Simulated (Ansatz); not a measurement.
## NaCl (Fm-3m): the cell at rest

Aim: bring NaCl (Fm-3m) to small forces and stress, as phonons need.

Program: Ansatz 0.2.0. Level of theory: DFT PBEsol, scalar-relativistic, plane waves, PAW. Results are calculated unless marked as measured.

Most raw output is cut from this account.

The database entry behind the starting cell differs from later determinations by our own check (an axis about 0.4 % short against later determinations), so it need not match the best structure at ambient conditions.

## Step 1: The structure

The structure is cubic, space group Fm-3m (No. 225). The conventional cell has a = 5.620 Å, b = 5.620 Å, c = 5.620 Å, α = 90.00°, β = 90.00°, γ = 90.00°. Na has 6 Cl at 2.81 Å nearest. Nearest to Cl lie 6 Na at 2.81 Å. Farther neighbours and most contacts between anions are not listed.

As a file:

```cif
data_structure
_symmetry_space_group_name_H-M 'P 1'
_symmetry_Int_Tables_number 1
_cell_length_a 3.9739
_cell_length_b 3.9739
_cell_length_c 3.9739
_cell_angle_alpha 60.000
_cell_angle_beta 60.000
_cell_angle_gamma 60.000
_cell_volume 44.38
loop_
_atom_site_label
_atom_site_type_symbol
_atom_site_fract_x
_atom_site_fract_y
_atom_site_fract_z
_atom_site_occupancy
Na1 Na 0.00000 0.00000 0.00000 1
Cl2 Cl 0.50000 0.50000 0.50000 1
```

## Step 2: A coarse first look

First a cheap look: the gap decides the mesh and the occupations, the pressure tells how far the cell has to move.

Input file input.yaml:

```yaml
crystal:
  lattice:
    - [0.0, 2.81, 2.81]
    - [2.81, 0.0, 2.81]
    - [2.81, 2.81, 0.0]
  atoms:
    - { symbol: Na, position: [0.0, 0.0, 0.0] }
    - { symbol: Cl, position: [0.5, 0.5, 0.5] }
kpoints:
  mp_grid: { grid: [6, 6, 6] }
hamiltonian:
  xc: pbesol
scf:
  occupations: { method: gaussian, width: 0.1 }
output:
  forces: true
  stress: true
  eigenvalues: true
```

Command:

```console
> ansatz run input.yaml --threads 4 --pin off --max-ram 7168MiB --backend cpu --events-out ev --progress --plain --runs-dir out
```

The job ended after 0.88 s (4 threads of Arm Neoverse V1, shared host; peak memory 0.27 GiB).

This step gave:

| Property | Result |
| --- | --- |
| pressure | -0.2419 GPa |
| gap on the k-mesh | 4.975 eV |
| volume per atom | 22.19 Å³ |
| direct gap on mesh | 4.975 eV |

The coarse mesh shows a gap of 4.97 eV and a pressure of -0.2 GPa.

## Step 3: Relaxation

The cell and atoms are relaxed, since residual forces and stress would shift the frequencies.

input.yaml, the sections that differ from step 2:

```yaml
kpoints:
  mp_grid: { grid: [8, 8, 8] }
scf:
  occupations: { method: gaussian, width: 0.02 }
relax:
  adjacent_minimum: "off"
  f_tol: 0.005
  max_steps: 80
  cell: { stress_tol: 0.05 }
# crystal, hamiltonian, output: as in step 2
```

The job ended after 1.5 s (4 threads; peak memory 0.3 GiB).

Step by step:

| step | energy less that of the first step (eV) | largest force component (eV/Å) | pressure (GPa) | volume (Å³) |
| --- | --- | --- | --- | --- |
| 1 | 0.0000 | 0.0000 | -0.24 | 44.38 |
| 2 | -0.0003 | 0.0000 | -0.08 | 44.10 |
| 3 | -0.0003 | 0.0000 | 0.00 | 43.95 |
| 4* | -0.0003 | 0.0000 | 0.00 | 43.95 |

Relaxation steps marked * repeat the geometry before them on a plane-wave basis chosen anew for their cell, so energy and pressure can jump there.

Forces are held to the 48 operations that the run works with; a distortion that breaks them can't arise in this run.

| conventional cell, symmetrised | before | after | change |
| --- | --- | --- | --- |
| a (Å) | 5.620 | 5.602 | -0.3 % |
| b (Å) | 5.620 | 5.602 | -0.3 % |
| c (Å) | 5.620 | 5.602 | -0.3 % |
| volume (Å³/atom) | 22.19 | 21.97 | -1.0 % |

The relaxed structure:

```
Na Cl
1.0
     0.00000    2.80095    2.80095
     2.80095    0.00000    2.80095
     2.80095    2.80095    0.00000
Na Cl
1 1
Cartesian
  0.0000 0.0000 0.0000
  2.8010 2.8010 2.8010
```

Numbers from this step:

```
pressure           : 0.002090 GPa
gap on the k-mesh  : 5.011 eV
volume per atom    : 21.97 Å³
direct gap on mesh : 5.011 eV
```

In this step the volume went from 22.19 to 21.97 Å³/atom.

## Step 4: Tight relaxation

Phonons need a cell at rest on their own settings, so the relaxation is repeated with tight tolerances on forces and stress, using the mesh and the filling of the phonon run that follows.

input.yaml, the sections that differ from step 3:

```yaml
crystal:
  lattice:
    - [0.0, 2.8009522132, 2.8009522132]
    - [2.8009522132, 0.0, 2.8009522132]
    - [2.8009522132, 2.8009522132, 0.0]
  atoms:
    - { symbol: Na, position: [0.0, 0.0, 0.0] }
    - { symbol: Cl, position: [0.5, 0.5, 0.5] }
scf:
  occupations: { method: fixed }
relax:
  adjacent_minimum: "off"
  f_tol: 0.001
  max_steps: 60
  cell: { stress_tol: 0.01 }
# kpoints, hamiltonian, output: as in step 3
```

The job ended after 0.89 s (4 threads; peak memory 0.29 GiB).

Little changed from the start: no atom moved by 0.005 Å and no cell edge by 0.1 %.

This step gave:

| Item | Value |
| --- | --- |
| pressure | 0.002092 GPa |

The forces vanish by symmetry and the pressure is 0.002 GPa, within the tolerances set. The cell now holds 21.97 Å³/atom.

## Step 5: What came out

```yaml
space_group_after_relaxation_within_0p01_a: Fm-3m
lattice_constant_a: 5.602 Å
lattice_constant_b: 5.602 Å
lattice_constant_c: 5.602 Å
volume_per_atom: 22.0 Å³
gap_on_the_k_mesh: 5.01 eV
```

What this shows: The forces vanish by symmetry and the pressure is 0.002 GPa, within the tolerances set. The cell now holds 21.97 Å³/atom. The relaxation keeps the symmetry of its start, so it says nothing on stability against lower symmetry.

[Logs are printed without paths, hosts, clocks, repeated set-up lines and the standing remarks that a program may print on its own settings, such as how far it seeks lower states.]

[Hosts, paths, dates, database ids (printed as entryN), source tags and the programs' standing remarks are cut or masked in the printed files.]
